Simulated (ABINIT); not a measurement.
# AlAs (F-43m): G0W0 in ABINIT against the bands in the screening, part 2 of 2

Aim: move the bands in the screening of a G0W0 run on AlAs (F-43m) over a wide range.

ABINIT 10.8.3; PBE and many-body steps on it, plane waves. Known limits of the many-body steps: not at the basis limit; exchange with frozen shells missing; no spin-orbit coupling; coarse k mesh.

So far. Step 2 (Screening, 4×4×4 mesh, 17 bands, screening to 163.3 eV): Local fields lower ε∞ by 12 %. On a Γ-centred mesh this coarse the value itself is usually too large, while a short band sum pulls it down. Step 5 (25 bands): The gap on the mesh goes from 1.44 eV to 2.41 eV, a correction of +0.97 eV.

**6. Screening, 4×4×4 mesh, 82 bands, screening to 163.3 eV**

This step: RPA screening on PBE, plane waves, norm-conserving pseudopotentials.

The input, run.abi:

```
acell 3*1.0 Angstrom
rprim 
  -0.000000000000 2.830400000000 2.830400000000
  2.830400000000 0.000000000000 2.830400000000
  2.830400000000 2.830400000000 0.000000000000
ntypat 2
znucl 13 33
natom 2
typat 1 2
xred 
  0.000000000000 0.000000000000 0.000000000000
  0.250000000000 0.250000000000 0.250000000000
pp_dirpath "pseudos"
pseudos "Al.upf, As.upf"
ecut 38
ngkpt 4 4 4
nshiftk 1
shiftk 0 0 0
kptopt 1
chksymbreak 0
istwfk *1
occopt 1
irdwfk 1
optdriver 3
nband 82
ecuteps 6
inclvkb 2
awtr 1
symchi 1
indata_prefix "in"
outdata_prefix "out"
tmpdata_prefix "tmp"
```

The run is started by

```bash
OMP_NUM_THREADS=1 mpirun -n 8 abinit run.abi > log
```

Output:

```text
.Version 10.8.3 of ABINIT. v10.8.2 released Aug 2026.

 Symmetries : space group F-4 3 m (#216); Bravais cF (face-center cubic)
[... echo of the input left out ...]
== DATASET  1 ==================================================================
-   mpi_nproc: 8, omp_nthreads: 1 (-1 if OMP is not activated)

--- !DatasetInfo
iteration_state: {dtset: 1, }
dimensions: {natom: 2, nkpt: 8, mband: 82, nsppol: 1, nspinor: 1, nspden: 1, mpw: 3479, }
cutoff_energies: {ecut:  38.0, pawecutdg:  -1.0, }
[...]
--------------------------------------------------------------------------------
[... chi0 elements left out ...]
 For q-point:  0.000010 0.000020 0.000030
  dielectric constant =  14.2542
  dielectric constant without local fields =  16.0048

  Average fulfillment of the sum rule on Im[epsilon] for q-point    1 :     56.35  [%]
[... wings left out ...]
  q-point number  2        q = ( 0.250000, 0.000000, 0.000000) [r.l.u.]
--------------------------------------------------------------------------------
[... chi0 elements left out ...]
  Average fulfillment of the sum rule on Im[epsilon] for q-point    2 :     65.79  [%]

 [... 6 further q-points ...]
```

It took 5.2 s on 8 MPI ranks of AMD EPYC 9R45, shared host; peak memory 1.3 GiB.

Numbers from this step:

| Item | Value |
| --- | --- |
| ε∞ with local fields, on this mesh, along the program's q direction | 14.25 |
| the same without local fields | 16.00 |
| plasma frequency | 23.39 eV |
| plane waves in the screening matrix | 181 |

**7. 82 bands**

This step: G0W0 on PBE, plane waves, norm-conserving pseudopotentials.

Edit run.abi of step 6 so:

```diff
@@ -23,8 +23,17 @@
 irdwfk 1
-optdriver 3
+optdriver 4
 nband 82
+gwcalctyp 0
+ecutsigx 38
+symsigma 1
+nkptgw 2
+kptgw 
+  0.0000000000 0.0000000000 0.0000000000
+  0.5000000000 0.5000000000 0.0000000000
+bdgw 
+  7 13
+  8 11
 ecuteps 6
-inclvkb 2
-awtr 1
-symchi 1
+irdscr 1
+ppmodel 1
 indata_prefix "in"
```

Output:

```text
.Version 10.8.3 of ABINIT. v10.8.2 released Aug 2026.

 Symmetries : space group F-4 3 m (#216); Bravais cF (face-center cubic)
[... echo of the input left out ...]
== DATASET  1 ==================================================================
-   mpi_nproc: 8, omp_nthreads: 1 (-1 if OMP is not activated)

--- !DatasetInfo
iteration_state: {dtset: 1, }
dimensions: {natom: 2, nkpt: 8, mband: 82, nsppol: 1, nspinor: 1, nspden: 1, mpw: 3479, }
cutoff_energies: {ecut:  38.0, pawecutdg:  -1.0, }
[...]
Band     E0 <VxcDFT>   SigX SigC(E0)      Z dSigC/dE  Sig(E)    E-E0       E
[...]
10   5.009  -8.299  -4.581  -3.705   0.801  -0.248  -8.289   0.010   5.019
       11   5.873  -8.962  -5.073  -3.721   0.798  -0.253  -8.828   0.134   6.008

== END DATASET(S) ==============================================================
================================================================================

 -outvars: echo values of variables after computation  --------
           etotal      0.0000000000E+00
            nband          82
             nkpt           8
          spgroup         216
 [... the other variables as echoed above ...]

 Calculation completed.
```

The job ended after 3.3 s (8 MPI ranks; peak memory 1.3 GiB; 25 s of CPU time).

This step gave:

- G0W0 gap on the points computed: 2.404 eV
- starting gap on the mesh: 1.436 eV
- k of the valence top: 0, 0, 0
- k of the conduction bottom: 0.5, 0.5, 0
- least direct G0W0 gap on the computed points: 3.079 eV

Against the run before, the gap moves by −0.002 eV.

**8. Screening, 4×4×4 mesh, 179 bands, screening to 163.3 eV**

This step: RPA screening on PBE, plane waves, norm-conserving pseudopotentials.

Edit run.abi of step 7 so:

```diff
@@ -23,17 +23,8 @@
 irdwfk 1
-optdriver 4
-nband 82
-gwcalctyp 0
-ecutsigx 38
-symsigma 1
-nkptgw 2
-kptgw 
-  0.0000000000 0.0000000000 0.0000000000
-  0.5000000000 0.5000000000 0.0000000000
-bdgw 
-  7 13
-  8 11
+optdriver 3
+nband 179
 ecuteps 6
-irdscr 1
-ppmodel 1
+inclvkb 2
+awtr 1
+symchi 1
 indata_prefix "in"
```

Output:

```text
.Version 10.8.3 of ABINIT. v10.8.2 released Aug 2026.

 Symmetries : space group F-4 3 m (#216); Bravais cF (face-center cubic)
[... echo of the input left out ...]
== DATASET  1 ==================================================================
-   mpi_nproc: 8, omp_nthreads: 1 (-1 if OMP is not activated)

--- !DatasetInfo
iteration_state: {dtset: 1, }
dimensions: {natom: 2, nkpt: 8, mband: 179, nsppol: 1, nspinor: 1, nspden: 1, mpw: 3479, }
cutoff_energies: {ecut:  38.0, pawecutdg:  -1.0, }
[...]
--------------------------------------------------------------------------------
[... chi0 elements left out ...]
 For q-point:  0.000010 0.000020 0.000030
  dielectric constant =  14.2799
  dielectric constant without local fields =  16.0153

  Average fulfillment of the sum rule on Im[epsilon] for q-point    1 :     84.04  [%]
[... wings left out ...]
  q-point number  2        q = ( 0.250000, 0.000000, 0.000000) [r.l.u.]
--------------------------------------------------------------------------------
[... chi0 elements left out ...]
  Average fulfillment of the sum rule on Im[epsilon] for q-point    2 :     96.91  [%]

 [... 6 further q-points ...]
```

Wall time 8.9 s (8 MPI ranks); peak memory 1.7 GiB; 69 s of CPU time.

This step gave:

| Item | Value |
| --- | --- |
| ε∞ with local fields, on this mesh, along the program's q direction | 14.28 |
| the same without local fields | 16.02 |
| plasma frequency | 23.39 eV |
| plane waves in the screening matrix | 181 |

**9. 179 bands**

This step: G0W0 on PBE, plane waves, norm-conserving pseudopotentials.

Edit run.abi of step 8 so:

```diff
@@ -23,8 +23,17 @@
 irdwfk 1
-optdriver 3
-nband 179
+optdriver 4
+nband 82
+gwcalctyp 0
+ecutsigx 38
+symsigma 1
+nkptgw 2
+kptgw 
+  0.0000000000 0.0000000000 0.0000000000
+  0.5000000000 0.5000000000 0.0000000000
+bdgw 
+  7 13
+  8 11
 ecuteps 6
-inclvkb 2
-awtr 1
-symchi 1
+irdscr 1
+ppmodel 1
 indata_prefix "in"
```

Output:

```text
.Version 10.8.3 of ABINIT. v10.8.2 released Aug 2026.

 Symmetries : space group F-4 3 m (#216); Bravais cF (face-center cubic)
[... echo of the input left out ...]
== DATASET  1 ==================================================================
-   mpi_nproc: 8, omp_nthreads: 1 (-1 if OMP is not activated)

--- !DatasetInfo
iteration_state: {dtset: 1, }
dimensions: {natom: 2, nkpt: 8, mband: 82, nsppol: 1, nspinor: 1, nspden: 1, mpw: 3479, }
cutoff_energies: {ecut:  38.0, pawecutdg:  -1.0, }
[...]
Band     E0 <VxcDFT>   SigX SigC(E0)      Z dSigC/dE  Sig(E)    E-E0       E
[...]
10   5.009  -8.299  -4.581  -3.738   0.801  -0.248  -8.315  -0.017   4.992
       11   5.873  -8.962  -5.073  -3.759   0.798  -0.253  -8.858   0.104   5.977

== END DATASET(S) ==============================================================
================================================================================

 -outvars: echo values of variables after computation  --------
           etotal      0.0000000000E+00
            nband          82
             nkpt           8
          spgroup         216
 [... the other variables as echoed above ...]

 Calculation completed.
```

Run time: 3.2 s. Hardware: 8 MPI ranks; peak memory 1.3 GiB; 24 s of CPU time.

Numbers from this step:

```yaml
g0w0_gap_on_the_points_computed: 2.426 eV
starting_gap_on_the_mesh: 1.436 eV
k_of_the_valence_top: 0, 0, 0
k_of_the_conduction_bottom: 0.5, 0.5, 0
least_direct_g0w0_gap_on_the_computed_points: 3.083 eV
```

Against the run before, the gap moves by +0.022 eV.

**10. Side by side**

Times are wall times on 8 MPI ranks of AMD EPYC 9R45, shared host, good to a factor of about two. A run's time includes the screening step that it read.

| run | mesh | bands | screening cutoff (eV) | DFT gap (eV) | gap on the mesh (eV) | direct (eV) | ε∞ used | time |
| --- | --- | --- | --- | --- | --- | --- | --- | --- |
| 17 bands | 4×4×4 | 82 | 163.3 | 1.436 | 2.474 | 3.162 | 14.10 | 5.4 s |
| 25 bands | 4×4×4 | 82 | 163.3 | 1.436 | 2.406 | 3.089 | 14.17 | 5.7 s |
| 82 bands | 4×4×4 | 82 | 163.3 | 1.436 | 2.404 | 3.079 | 14.25 | 8.6 s |
| 179 bands | 4×4×4 | 82 | 163.3 | 1.436 | 2.426 | 3.083 | 14.28 | 12 s |

**11. Results**

```json
{
  "17 bands": "2.474 eV",
  "25 bands": "2.406 eV",
  "82 bands": "2.404 eV",
  "179 bands": "2.426 eV",
  "known limits": "not at the basis limit; exchange with frozen shells missing; no spin-orbit coupling; coarse k mesh"
}
```

In words: The setting moved: bands in the screening. From 17 bands to 179 bands the gap moves by −0.05 eV, for 2.2 times the time, not steadily: it passes through 2.40 eV. The last step still moves it by +0.022 eV. Bands and screening cutoff are coupled, so a series along one setting does not show full convergence. Bands and cutoff are finite, so the gap is not at the basis limit. The miss can reach some tenths of an eV and take either sign; the mesh is an error of its own. In the G0W0 runs levels were corrected at 2 k points alone, so a gap called «on the mesh» is the least over those, and an edge elsewhere would be missed. The 4×4×4 mesh is coarse for this cell, which bears on the long-range parts of exchange and screening. The norm-conserving file of at least one element keeps a d shell over frozen s and p shells of the same row. Exchange with those shells is missing from the self-energy, an error of 0.3 to 0.9 eV in cases checked, whose sign depends on which edge lies on those atoms. The many-body steps are scalar-relativistic: spin-orbit coupling is not in them.

[Paths, hosts, dates, memory and timing lines, banners, echoed tables and standing remarks are left out of the program output.]

[Logs are printed without paths, hosts, clocks, repeated set-up lines and the standing remarks that a program may print on its own settings, such as how far it seeks lower states.]

[Runs of the session that timed out or met a known fault of the program may be left out.]

[Hosts, paths, dates, database ids (printed as entryN), source tags and the programs' standing remarks are cut or masked in the printed files.]

[G0W0 gaps are taken among the corrected bands and points alone; a level outside them can change the order at an edge.]

[Where Ansatz stands beside ABINIT at settings called matched, ABINIT's density can come from a denser mesh and the files from another edition; pairs whose starting gaps differed by over 0.03 eV were left out, so agreement reads better than it is.]
